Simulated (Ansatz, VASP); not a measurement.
# One calculation of TiC, two programs

```
CELL_PARAMETERS angstrom
0.00000 2.18533 2.18533
2.18533 0.00000 2.18533
2.18533 2.18533 0.00000
ATOMIC_POSITIONS crystal
Ti 0.00000 0.00000 0.00000
C 0.50000 0.50000 0.50000
```

Alike in both runs: task single point; functional r2SCAN; k mesh 16 × 16 × 16; occupations gaussian, width 0.1 eV; no spin polarisation.

|  | VASP | Ansatz |
| --- | --- | --- |
| version | VASP 6.6.1 | Ansatz 0.2.0 |
| potentials or method | VASP PAW PBE potentials, release 64 (Ti_sv, C) | scalar-relativistic, plane waves, PAW |
| plane-wave cutoff (eV) | 520 | 500 |
| valence electrons in the cell | 16 | 16 |

|  | VASP | Ansatz | Ansatz less VASP |
| --- | --- | --- | --- |
| gap on the k mesh at the Fermi level (eV) | none | none | - |
| pressure (GPa) | -6.4 | -7.3 | -0.90 |

A gap of «none» marks a metal or a gap that the smearing closes.

Caveats: the PAW data sets were made with another functional, which shifts forces and pressure a little (VASP).
